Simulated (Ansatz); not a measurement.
# Stack of 1T-GeClBr under honeycomb BP, shifted by a third of the diagonal in a perpendicular field

What dipole does a perpendicular field induce in the stack of 1T-GeClBr under honeycomb BP, shifted by a third of the diagonal, and does the gap follow? A positive field points along +c.

Program: Ansatz 0.2.0. Level of theory: plane-wave DFT, LDA, Ansatz PAW, in the first sound run; inputs show where later runs differ. Results are calculated unless marked as measured.

## (1) The starting structure

The cell holds 5 atoms: 1 Br, 1 Ge, 1 Cl, 1 P and 1 B. Cell: a = 3.187 Å, b = 3.187 Å, c = 42.634 Å, α = 90.0°, β = 90.0°, γ = 120.0°. Regions: layer 1: 1T-GeClBr, 3 atoms (1 Br, 1 Ge and 1 Cl); layer 2: honeycomb BP, 2 atoms (1 P and 1 B). Vacuum lies along c.

## (2) Relaxation

The starting cell is a guess, so the in-plane lattice and the atoms are relaxed first, with the slab cut off from its images along the normal.

input.yaml

```yaml
crystal:
  lattice:
    - [3.18682, 0.0, 0.0]
    - [-1.59341, 2.7598670773, 0.0]
    - [0.0, 0.0, 42.6344938975]
  atoms:
    - { symbol: Br, position: [0.6666666667, 0.3333333333, 0.4315754291] }
    - { symbol: Ge, position: [0.0, 0.0, 0.4666281358] }
    - { symbol: Cl, position: [0.3333333333, 0.6666666667, 0.4945407338] }
    - { symbol: P, position: [0.0, 0.0, 0.5684245709] }
    - { symbol: B, position: [0.6666666667, 0.3333333333, 0.5684245709] }
  periodic: [true, true, false]
kpoints:
  mp_grid: { grid: [12, 12, 1] }
hamiltonian:
  xc: lda
scf:
  occupations: { method: fermi_dirac, width: 0.05 }
  convergence: { dr2_threshold: 1.0e-09 }
relax:
  f_tol: 0.004
  max_steps: 90
  cell: {}
output:
  write_potential: true
  write_density: true
  volumetric_format: npy
```

Command:

```sh
ansatz run input.yaml --threads 4 --pin off --max-ram 6144MiB --backend cpu --events-out ev --progress --plain --runs-dir out
```

Numbers of over 12 decimals in the logs are rounded to 6 here.

What it wrote:

```text
Warning: relax.cell: scf.convergence.dr2_threshold = 1e-9 eV is looser than the 1.99416748208e-10 eV advised for a relaxation that steers and ends on the stress (1e-10 eV for each atom of the cell: 5, times the square of relax.cell.stress_2d_tol = 0.05 N/m over 15.8 Å (the atoms' height at the walk's start and 5 Å past either face), 3.158e-2 GPa, over a crystal's default 0.05). What an SCF threshold leaves in a stress goes as its square root, and in the free energy as the threshold itself, and one threshold admits the most on a small cell: [figures from the program's tests cut] Set scf.convergence.dr2_threshold to 1.99416748208e-10 eV or tighter. [rest of the remark cut]
Engine: ansatz 0.2.0, aarch64-unknown-linux-gnu
Pseudopotentials: kind: paw
Pseudopotential: Br, paw, valence charge 7, recommended cutoff 420 eV (normal), Br.paw.azcp
Pseudopotential: Ge, paw, valence charge 14, recommended cutoff 420 eV (normal), Ge.paw.azcp
Pseudopotential: Cl, paw, valence charge 7, recommended cutoff 420 eV (normal), Cl.paw.azcp
Pseudopotential: P, paw, valence charge 5, recommended cutoff 420 eV (normal), P.paw.azcp
Pseudopotential: B, paw, valence charge 3, recommended cutoff 420 eV (normal), B.paw.azcp
Functional definition: SPW92
  exchange = slater_x
  correlation = pw_c
Crystal: 5 atoms, lattice volume = 374.979 Å³
Basis set: ecut = 420 eV, 7439 PW (Γ)
Bands: 23, of which v1, the nominal top of the filled ones, is band 18 counted from 1 (17 counted from 0)
Symmetry: 6 space group operations
Space group: P3m1 (ITA 156), of the structure as read, at distance tolerance 7.2e-5 Å
k-points: 19 of 144 (time reversal used)
Non-local potential: Br, projectors of the file, l = 0: 2, l = 1: 2, l = 2: 2
Non-local potential: Ge, projectors of the file, l = 0: 2, l = 1: 2, l = 2: 3, l = 3: 1
Non-local potential: Cl, projectors of the file, l = 0: 2, l = 1: 2, l = 2: 2
Non-local potential: P, projectors of the file, l = 0: 2, l = 1: 2, l = 2: 2
Non-local potential: B, projectors of the file, l = 0: 2, l = 1: 2, l = 2: 1
PAW form: soft (Blöchl's): semilocal exchange-correlation on the pseudo side does not see the compensation charge
PAW frozen core: Br, regenerated for the run's functional, and the local potential with it (the file was generated under x = pbe(κ = 0.804, μ = 0.219515), c = pbe(β = 0.066725))
PAW frozen core: Ge, regenerated for the run's functional, and the local potential with it (the file was generated under x = pbe(κ = 0.804, μ = 0.219515), c = pbe(β = 0.066725))
PAW frozen core: Cl, regenerated for the run's functional, and the local potential with it (the file was generated under x = pbe(κ = 0.804, μ = 0.219515), c = pbe(β = 0.066725))
PAW frozen core: P, regenerated for the run's functional, and the local potential with it (the file was generated under x = pbe(κ = 0.804, μ = 0.219515), c = pbe(β = 0.066725))
PAW frozen core: B, regenerated for the run's functional, and the local potential with it (the file was generated under x = pbe(κ = 0.804, μ = 0.219515), c = pbe(β = 0.066725))
PAW one-centre angular grid: Br, 110 points (default); XC on 64 Gauss nodes
PAW one-centre angular grid: Ge, 590 points (default); XC on 64 Gauss nodes
PAW one-centre angular grid: Cl, 110 points (default); XC on 64 Gauss nodes
PAW one-centre angular grid: P, 110 points (default); XC on 64 Gauss nodes
PAW one-centre angular grid: B, 110 points (default); XC on 64 Gauss nodes
Initial density: superposition of atomic densities (neutral atoms: chi_scale 0, normalization atom), corrected by the library's trained network
Initial wavefunctions: pseudopotential atomic-orbital guess
Functional: x = slater, c = lda
SCF iter   1: F=—  HF=-8827.075092 eV  |F-HF|=—  |Δ(HF+E_count)|=         —  Δρ=4.05e-3  dr2=7.06e-2  ethr=1.77e-3  ⟨swp⟩=17.7  Hψ=4306  notcnv=0
preconditioner: auto → LDOS  [insulator: Δε(μ)=0.170 eV  Ē_g=11.177 eV  σ=0.050 eV  W_gap=0.56  n_scr=24 (ndim 8)  ℏωp=9.6 eV  f_vac=0.765  D(μ)=1.03/eV (n_scr^D=8)  ε∞_Penn≈1.7  β→1.0]
SCF iter   2: F=—  HF=-8827.067553 eV  |F-HF|=—  |Δ(HF+E_count)|=   7.54e-3  Δρ=1.71e-3  dr2=4.47e-2  ethr=1.96e-4  ⟨swp⟩=4.3  Hψ=1316  notcnv=0  defer=10
SCF iter   3: F=—  HF=-8827.063217 eV  |F-HF|=—  |Δ(HF+E_count)|=   4.34e-3  Δρ=9.85e-4  dr2=1.36e-2  ethr=1.24e-4  ⟨swp⟩=3.3  Hψ=815  notcnv=0  defer=10
SCF iter   4: F=—  HF=-8827.061175 eV  |F-HF|=—  |Δ(HF+E_count)|=   2.04e-3  Δρ=2.82e-4  dr2=5.35e-4  ethr=3.77e-5  ⟨swp⟩=3.1  Hψ=830  notcnv=0  defer=10
SCF iter   5: F=—  HF=-8827.061099 eV  |F-HF|=—  |Δ(HF+E_count)|=   7.55e-5  Δρ=6.60e-5  dr2=1.64e-5  ethr=1.49e-6  ⟨swp⟩=3.1  Hψ=918  notcnv=0  defer=10
SCF iter   6: F=—  HF=-8827.061104 eV  |F-HF|=—  |Δ(HF+E_count)|=   5.04e-6  Δρ=1.54e-5  dr2=1.09e-6  ethr=4.56e-8  ⟨swp⟩=3.5  Hψ=1011  notcnv=0  defer=10
SCF iter   7: F=—  HF=-8827.061108 eV  |F-HF|=—  |Δ(HF+E_count)|=   3.57e-6  Δρ=4.05e-6  dr2=1.08e-7  ethr=3.02e-9  ⟨swp⟩=3.5  Hψ=1082  notcnv=0  defer=9
SCF iter   8: F=—  HF=-8827.061108 eV  |F-HF|=—  |Δ(HF+E_count)|=   7.01e-8  Δρ=1.35e-6  dr2=2.04e-8  ethr=3.00e-10  ⟨swp⟩=3.2  Hψ=792  notcnv=0  defer=9
SCF iter   9: F=—  HF=-8827.061108 eV  |F-HF|=—  |Δ(HF+E_count)|=   5.02e-9  Δρ=3.75e-7  dr2=1.27e-9  ethr=5.67e-11  ⟨swp⟩=2.7  Hψ=710  notcnv=0  defer=9
SCF iter  10: F=-8827.061108 eV  HF=-8827.061108 eV  |F-HF|=1.31e-10  |Δ(HF+E_count)|=   2.12e-9  Δρ=1.59e-7  dr2=3.83e-10  ethr=2.78e-12  ⟨swp⟩=12.4  Hψ=3833  notcnv=0
SCF 1 converged in 10 iterations: F = -8827.061108 eV  dr2 = 3.83e-10
  greatest PAW one-centre occupation: 0.999 electrons in one spin orbital (limit 2), on the Ge atom at site 1 (counted from 0), in its partial waves of l = 2
relax step   1: F+E_penalty+E_count = -8827.06110784 eV  Δ(F+E_penalty+E_count) = +0.000e0 eV  max|allowed force component| = 5.888e0 eV/Å  Δτ_max = 0.0000 Å  P = +35.026 N/m  Ω = 374.979 Å³  fix = [c, alpha, beta]  reactions: c +0.000 N/m  (10 SCF iters, accepted)
Crystal: 5 atoms, lattice volume = 387.137 Å³
Basis set: ecut = 420 eV, 7703 PW (Γ)
Initial density: handed on by an earlier stage of this run
Initial wavefunctions: those handed on with the density
iter 1 solved again at ethr=1.10e-3 eV; its pass at ethr=3.10e-3 eV (dr2=3.97e-1 eV) is discarded
SCF iter   1: F=—  HF=-8829.167360 eV  |F-HF|=—  |Δ(HF+E_count)|=         —  Δρ=4.81e-3  dr2=4.00e-1  ethr=1.10e-3  ⟨swp⟩=1.9  Hψ=3933  notcnv=0
preconditioner: auto → Resta (q_TF=auto, 1.836 Å⁻¹)  ε∞=1.8  [insulator: Δε(μ)=0.525 eV  Ē_g=10.885 eV  σ=0.050 eV  W_gap=0.99  n_scr=24 (ndim 8)  ℏωp=9.6 eV  f_vac=0.759  D(μ)=0.01/eV (n_scr^D=0)  ε∞_Penn≈1.8  vacuum switching on, ρ_ref=8.6e-3 e/Å³]
[...]
relax step   5: F+E_penalty+E_count = -8830.23887310 eV  Δ(F+E_penalty+E_count) = -1.342e-2 eV  max|allowed force component| = 8.777e-2 eV/Å  Δτ_max = 0.0397 Å  P = +0.362 N/m  Ω = 410.082 Å³  energy of the carried Pulay correction = -3.482e-3 eV  fix = [c, alpha, beta]  reactions: c +0.000 N/m  (11 SCF iters, accepted)
relax step   6: F+E_penalty+E_count = -8830.24049676 eV  Δ(F+E_penalty+E_count) = -1.624e-3 eV  max|allowed force component| = 2.160e-2 eV/Å  Δτ_max = 0.1041 Å  P = +0.129 N/m  Ω = 411.432 Å³  energy of the carried Pulay correction = -3.610e-3 eV  fix = [c, alpha, beta]  reactions: c +0.000 N/m  (10 SCF iters, accepted)
relax step   7: F+E_penalty+E_count = -8830.24153709 eV  Δ(F+E_penalty+E_count) = -1.040e-3 eV  max|allowed force component| = 9.683e-3 eV/Å  Δτ_max = 0.0372 Å  P = +0.068 N/m  Ω = 411.574 Å³  energy of the carried Pulay correction = -3.624e-3 eV  fix = [c, alpha, beta]  reactions: c +0.000 N/m  (10 SCF iters, accepted)
relax step   8: F+E_penalty+E_count = -8830.24159311 eV  Δ(F+E_penalty+E_count) = -5.602e-5 eV  max|allowed force component| = 5.406e-3 eV/Å  Δτ_max = 0.0091 Å  P = +0.011 N/m  Ω = 411.896 Å³  energy of the carried Pulay correction = -3.654e-3 eV  fix = [c, alpha, beta]  reactions: c +0.000 N/m  (9 SCF iters, accepted)
relax step   9: F+E_penalty+E_count = -8830.24159471 eV  Δ(F+E_penalty+E_count) = -1.596e-6 eV  max|allowed force component| = 1.127e-3 eV/Å  Δτ_max = 0.0021 Å  P = -0.002 N/m  Ω = 411.933 Å³  energy of the carried Pulay correction = -3.658e-3 eV  fix = [c, alpha, beta]  reactions: c -0.000 N/m  (8 SCF iters, accepted)
relax step  10: F+E_penalty+E_count = -8830.24654358 eV  Δ(F+E_penalty+E_count) = -4.949e-3 eV  max|allowed force component| = 1.050e-3 eV/Å  Δτ_max = 0.0000 Å  P = +0.068 N/m  Ω = 411.933 Å³  fix = [c, alpha, beta]  reactions: c +0.000 N/m  stress off target by 6.80e-2 N/m on what of the cell is left free  SCF on the basis re-selected at this cell (its energy is not comparable with the rows above)  (7 SCF iters)
relax step  11: F+E_penalty+E_count = -8830.24653668 eV  Δ(F+E_penalty+E_count) = +6.902e-6 eV  max|allowed force component| = 4.143e-4 eV/Å  Δτ_max = 0.0011 Å  P = +0.002 N/m  Ω = 412.208 Å³  energy of the carried Pulay correction = -2.183e-5 eV  fix = [c, alpha, beta]  reactions: c +0.000 N/m  (7 SCF iters, accepted)
iter 1 solved again at ethr=9.50e-7 eV; its pass at ethr=3.10e-3 eV (dr2=3.42e-4 eV) is discarded
SCF iter   1: F=—  HF=-8830.245478 eV  |F-HF|=—  |Δ(HF+E_count)|=         —  Δρ=4.68e-5  dr2=1.97e-7  ethr=9.50e-7  ⟨swp⟩=5.6  Hψ=5296  notcnv=0
eigensolver tolerance schedule: the retry pair's looser diagonalisation over-reported the residual by 1738.10 of it (diagonalisation noise at 1.14 of the residual, at the tolerance the schedule requests for it); recorded, not acted on — ethr = c·dr2/N_el stays at c = 1.0e-1
preconditioner: auto → Resta (q_TF=auto, 1.817 Å⁻¹)  ε∞=1.9  [insulator: Δε(μ)=0.831 eV  Ē_g=9.681 eV  σ=0.050 eV  W_gap=1.00  n_scr=24 (ndim 8)  ℏωp=9.3 eV  f_vac=0.741  D(μ)=0.00/eV (n_scr^D=0)  ε∞_Penn≈1.9  vacuum switching on, ρ_ref=6.8e-3 e/Å³]
SCF iter   2: F=—  HF=-8830.246110 eV  |F-HF|=—  |Δ(HF+E_count)|=   6.32e-4  Δρ=2.34e-5  dr2=5.64e-8  ethr=5.47e-10  ⟨swp⟩=4.9  Hψ=1462  notcnv=0
SCF iter   3: F=—  HF=-8830.246514 eV  |F-HF|=—  |Δ(HF+E_count)|=   4.04e-4  Δρ=4.06e-6  dr2=9.52e-8  ethr=1.57e-10  ⟨swp⟩=3.3  Hψ=891  notcnv=0
SCF iter   4: F=—  HF=-8830.246547 eV  |F-HF|=—  |Δ(HF+E_count)|=   3.30e-5  Δρ=1.25e-6  dr2=2.80e-8  ethr=1.57e-10  ⟨swp⟩=3.3  Hψ=908  notcnv=0
SCF iter   5: F=-8830.246555 eV  HF=-8830.246552 eV  |F-HF|=2.47e-6  |Δ(HF+E_count)|=   4.91e-6  Δρ=5.25e-7  dr2=5.87e-10  ethr=2.78e-12  ⟨swp⟩=14.9  Hψ=4127  notcnv=0
SCF 12 converged in 5 iterations: F = -8830.246555 eV  dr2 = 5.87e-10
relax step  12: F+E_penalty+E_count = -8830.24655479 eV  Δ(F+E_penalty+E_count) = -1.812e-5 eV  max|allowed force component| = 4.163e-4 eV/Å  Δτ_max = 0.0000 Å  P = +0.002 N/m  Ω = 412.208 Å³  fix = [c, alpha, beta]  reactions: c +0.000 N/m  stress off target by 2.22e-3 N/m on what of the cell is left free  SCF on the basis re-selected at this cell (its energy is not comparable with the rows above)  (5 SCF iters)
basis re-selected at this cell: Δ(F+E_penalty+E_count) = -1.812e-5 eV, ΔP = +0.000 N/m vs the last step (what re-selecting the basis moved, of the pressure what is left beyond the Pulay correction that the steps carried, after the strain that the cell walked since its last selection, with what the two solves' SCF thresholds leave and, on support functions, any second-order correction that the steps lacked; it is no m [...]
WARN: The output density's exchange-correlation potential varies sharply where the density is thin. Do not read a vacuum level from v_tot or v_xc, or from such a field of the output density. On a cell that repeats whose density bears no net charge and no dipole along the vacuum's axis use v_es (v_loc + v_h of the components); under efield.dipole_correction with no amplitude use v_es + v_field, which holds any externa [...]
SCF converged after 5 iterations
Free energy (F): -8830.246555 eV
Harris-Foulkes:  -8830.246552 eV  (|F-HF|=2.47e-6)
Internal energy: -8830.246548 eV  (E = F + TS)
E sigma→0 (E₀):  -8830.246552 eV
Entropy (-TS):   -0.000006 eV (-0.001 meV/atom)
Fermi energy:    -4.953303 eV
--- Per-component energies (eV) ---
  E_band       = -613.523149
  E_kinetic    = 522.599413
  E_local      = -99398.040027  (includes V_loc(G=0)·N_el)
  E_nonlocal   = 564.714200
  E_hartree    = 49205.064844
  E_xc         = -534.592361
  E_vxc        = -388.885175  (∫ρ·V_xc dr)
  E_paw        = -5331.886231  (= ΣΔE_a)
  E_vpaw       = -324.046707  (= ΣTr[D̂ρ^β])
  E_aug_tail   = 0.000424  (compensation charges beyond the density's cutoff)
  E_ewald      = 46139.424675
  E_core_change = 2.468515  (= ΣΔE_core)
  E_smearing   = -0.000006  (= −TS)
  E_closure    = -0.000000  (closes the sum)
  Σ components = -8830.246555   (vs F -8830.246555, Δ=0.00e0)
--- Forces (eV/Å), atoms counted from 1 ---
  atom   1  Br     0.00000000    -0.00000000    -0.00004427
  atom   2  Ge     0.00000000    -0.00000000    -0.00020538
  atom   3  Cl    -0.00000000     0.00000000    -0.00058394
  atom   4  P     -0.00000000    -0.00000000    -0.00009485
  atom   5  B      0.00000000     0.00000000    -0.00075248
  max |Σ_I F_I| component: 1.68e-3 eV/Å
--- 2D stress c σ (N/m, compression-positive) ---
        0.002225      -0.000000       0.000000
       -0.000000       0.002225       0.000000
        0.000000       0.000000       0.000000
  P = ½ c Tr σ = 0.0022 N/m
--- Band table (eV; the first three rows and the last of 19) ---
  k-point 0: bands = [... 14 lower, -7.0840, -6.4529, -6.4529, -6.3440, -2.4472, -1.2260, -1.1318, -1.1318, ... 1 higher]
  k-point 1: bands = [... 14 lower, -7.2630, -7.1319, -6.5551, -6.0574, -2.1205, -1.6301, -1.4582, -1.1040, ... 1 higher]
  k-point 2: bands = [... 14 lower, -8.0471, -7.6783, -6.8103, -5.9704, -2.6505, -1.8658, -1.4828, -1.1690, ... 1 higher]
  k-point 18: bands = [... 14 lower, -9.2803, -8.9958, -7.2628, -5.3685, -4.5380, -3.6714, -3.3691, -1.3807, ... 1 higher]
  the weakly bound empty levels are not read free of the cell's end (no_gap_told)
--- Relaxed structure (10 steps of the walk, 10 accepted, 2 SCFs on fresh bases) ---
  F+E_penalty+E_count = -8830.24655479 eV   max|allowed force component| = 4.163e-4 eV/Å   (the final SCF, on the basis selected at the relaxed cell)
  cell:  # Å, volume = 412.2081 Å³
    - [3.341276, 1.1432072144726997e-17, 0]
    - [-1.670638, 2.893630, 0]
    - [0, 0, 42.6344938975]
  atoms:
    - { symbol: Br, position: [0.666667, 0.333333, 0.416241] }
    - { symbol: Ge, position: [-2.7256816979180723e-17, -1.4802973661453302e-17, 0.460518] }
    - { symbol: Cl, position: [0.333333, 0.666667, 0.501023] }
    - { symbol: P, position: [-4.063112942488448e-17, -1.4802973661453382e-17, 0.575822] }
    - { symbol: B, position: [0.666667, 0.333333, 0.575990] }
```

The job ended after 65 s (4 threads of Arm Neoverse V1, shared host; peak memory 0.73 GiB; 4.2 min of CPU time).

Step by step:

```tsv
step	energy less that of the first step (eV)	largest force component (eV/Å)	volume (Å³)
1	0.0000	5.8883	374.98
2	-2.0362	3.5524	387.14
3	-2.9806	0.9327	398.33
4	-3.1643	0.2122	405.89
5	-3.1778	0.0878	410.08
6	-3.1794	0.0216	411.43
7	-3.1804	0.0097	411.57
8	-3.1805	0.0054	411.90
9	-3.1805	0.0011	411.93
10*	-3.1854	0.0010	411.93
11	-3.1854	0.0004	412.21
12*	-3.1854	0.0004	412.21
```

Relaxation steps marked * repeat the geometry before them on a plane-wave basis chosen anew for their cell, so energy and pressure can jump there.

The run keeps the 6 symmetry operations that it works with, so distortions that break them were not tested.

```tsv
cell as run	before	after	change
a (Å)	3.187	3.341	+4.8 %
b (Å)	3.187	3.341	+4.8 %
```

The atoms that moved most (Å, along periodic axes as changes of fractional coordinates times the final cell, across vacuum about the mean position):

```tsv
atom	dx	dy	dz	length
Br1	0.000	0.000	-0.654	0.654
B5	0.000	0.000	0.323	0.323
P4	0.000	0.000	0.315	0.315
Cl3	0.000	0.000	0.276	0.276
Ge2	0.000	0.000	-0.260	0.260
```

The relaxed structure:

```xyz
5
Lattice="3.3413 0.0000 0.0000 -1.6706 2.8936 0.0000 0.0000 0.0000 42.6345" Properties=species:S:1:pos:R:3
Br    1.6706    0.9645   17.7462
Ge    0.0000    0.0000   19.6340
Cl    0.0000    1.9291   21.3608
P     0.0000    0.0000   24.5499
B     1.6706    0.9645   24.5570
```

The lattice constant a goes from 3.187 to 3.341 Å.

(Continued in part 2 of 3.)

[Logs are printed without paths, hosts, clocks, repeated set-up lines and the standing remarks that a program may print on its own settings, such as how far it seeks lower states.]

[Hosts, paths, dates, database ids (printed as entryN), source tags and the programs' standing remarks are cut or masked in the printed files.]

[Maps of the electrostatic potential energy from Ansatz leave out the sawtooth potential of an applied field or a dipole correction, so their vacuum need not be flat; planar profiles and work functions include it.]
